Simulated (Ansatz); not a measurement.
# Lithium, omega (AlB2-type) under PBE: from relaxation to bulk modulus

Aim: take lithium in the omega (AlB2-type) structure, relax it, solve it on a dense k-mesh, then scale the cell to 7 volumes from 88 to 112 % of the relaxed one and try a fit of the equation of state. Spin polarisation is left out. The k-meshes are 7×7×10 for the relaxation; 10×10×14 for the dense run; 8×8×12 for the volumes.

Method: DFT PBE, plane waves (420 eV) with PAW, scalar-relativistic, in Ansatz 0.2.0.

## (1) The structure to begin with

The structure is hexagonal, space group P6/mmm (No. 191). Conventional cell: a = 4.961 Å, b = 4.961 Å, c = 3.041 Å, α = 90.00°, β = 90.00°, γ = 120.00°. Around Li (site symmetry 6/mmm) lie 14 Li at 3.04 to 3.24 Å. Li (site symmetry -6m2) has 11 Li at 2.86 to 3.24 Å as nearest neighbours.

Coordinates:

```cif
data_structure
_symmetry_space_group_name_H-M 'P6/mmm'
_symmetry_Int_Tables_number 191
_cell_length_a 4.9612
_cell_length_b 4.9612
_cell_length_c 3.0412
_cell_angle_alpha 90.000
_cell_angle_beta 90.000
_cell_angle_gamma 120.000
_cell_volume 64.83
loop_
_atom_site_label
_atom_site_type_symbol
_atom_site_symmetry_multiplicity
_atom_site_Wyckoff_symbol
_atom_site_fract_x
_atom_site_fract_y
_atom_site_fract_z
_atom_site_occupancy
Li1 Li 1 a 0.00000 0.00000 0.00000 1
Li2 Li 2 d 0.33333 0.66667 0.50000 1
```

## (2) Relaxation of the cell

Contents of input.yaml:

```yaml
crystal:
  lattice:
    - [4.9612054717, 0.0, 0.0]
    - [-2.4806027358, 4.2965299719, 0.0]
    - [0.0, 0.0, 3.0412189541]
  atoms:
    - { symbol: Li, position: [0.0, 0.0, 0.0] }
    - { symbol: Li, position: [0.3333333333, 0.6666666667, 0.5] }
    - { symbol: Li, position: [0.6666666667, 0.3333333333, 0.5] }
hamiltonian:
  xc: pbe
  pseudopotentials:
    kind: paw
    azcp:
      Li: "pseudopotentials/Li.paw.azcp"
basis:
  ecutwfc: 420
  fft_grid_basis: typed
kpoints:
  mp_grid: { grid: [7, 7, 10], shift: [0, 0, 0] }
magnetization:
  spin_polarized: false
scf:
  occupations: { method: fermi_dirac, width: 0.1 }
relax:
  max_steps: 60
  f_tol: 0.01
  cell: {}
```

Command:

```console
$ ansatz run input.yaml --threads 1 --pin off --max-ram 3584MiB --backend cpu --events-out ev --progress --plain --runs-dir out
```

The runs that follow: Single point on a dense mesh; At 88 % of the relaxed volume; At 92 % of the relaxed volume; At 96 % of the relaxed volume; At 100 % of the relaxed volume; At 104 % of the relaxed volume; At 108 % of the relaxed volume; At 112 % of the relaxed volume.

What does the calculation give? Wanted: space group; conventional cell; volume; shortest distance; gap on the mesh; relative to bcc; highest ELF outside the cores; V₀, B₀, B₀′.

As calculated:

```
                      quantity                                   value
space group (spins left aside)                        P6/mmm (No. 191)
             conventional cell  a = 4.930 Å, c = 2.886 Å (c/a = 0.585)
                        volume                          20.248 Å³/atom
             shortest distance                                 2.846 Å
               gap on the mesh            none (levels filled in part)
               relative to bcc                            +11 meV/atom
 highest ELF outside the cores      0.69, 1.95 Å from the nearest atom
                   V₀, B₀, B₀′           20.263 Å³/atom, 13.7 GPa, 3.3
```

**Reading.** From the guessed start the volume shrank by 6.3 % in 5 steps. Against the reference form of lithium (bcc, computed apart with the same settings) it stands 11 meV/atom higher. No gap shows: it is a metal or semimetal at this level. B₀ comes out at 13.7 GPa, a soft solid; letting shape and positions relax at each volume could only lower it. Relaxation kept the symmetry; phonons were not checked.
